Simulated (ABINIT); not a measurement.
Runs of ABINIT 10.8.3 (patched build) on RbCl. The structure is cubic, space group Fm-3m (No. 225). Conventional cell: a = 6.548 Å, b = 6.548 Å, c = 6.548 Å, α = 90.00°, β = 90.00°, γ = 90.00°. Rb (site symmetry m-3m) has 6 Cl at 3.27 Å as nearest neighbours. Cl (site symmetry m-3m) is surrounded by 6 Rb at 3.27 Å. 

| task | level | potentials or basis | k mesh | cutoff (eV) | smearing | most SCF steps | fine-grid cutoff | gap on the mesh (eV) | pressure (GPa) |
| --- | --- | --- | --- | --- | --- | --- | --- | --- | --- |
| band structure | PBEsol | PseudoDojo NC SR PBEsol v0.4.1 standard | 7 × 7 × 7 | 789 | fermi-dirac 0.05 eV | - | - | 4.89 | 0.0 |
| single point | PBE0 | SPMS NC PBE v1.0 | 6 × 6 × 6 | 490 | fixed | 60 | - | (b) | 0.7 |
| band structure | TB-mBJ | JTH PAW LDA v2.0 | 7 × 7 × 7 | 816 | fermi-dirac 0.05 eV | - | 1414.99 eV | (a) | - |
| band structure | r2SCAN | JTH PAW PBE v2.0 | 7 × 7 × 7 | 816 | fermi-dirac 0.05 eV | - | 1414.99 eV | 5.65 | 0.6 |
| band structure | LDA | JTH PAW LDA v2.0 | 7 × 7 × 7 | 680 | fermi-dirac 0.05 eV | - | 1278.94 eV | 4.58 | -1.3 |
| single point | PBEsol | PseudoDojo NC SR PBEsol v0.4.1 standard | 7 × 7 × 7 | 789 | fermi-dirac 0.05 eV | - | - | 4.89 | 0.0 |

Alike in all rows: no spin polarisation; cell as given.

Problem. Fill in the values left out.

Solution. (a) 8.51; (b) 7.06.

Caveats: the PAW data sets were made with another functional, which shifts forces and pressure a little (some runs); the potentials were made for another functional, which shifts forces and pressure (some runs); the constant c of TB-mBJ comes from the pseudo density here, which moves gaps by up to 0.3 eV between sets of potentials (some runs); an odd mesh through Γ misses points on the zone boundary, where band edges often lie (some runs).

A k mesh can miss the band edges, and the runs leave out spin-orbit coupling on Rb.

Runs at the PBE level aren't shown here.
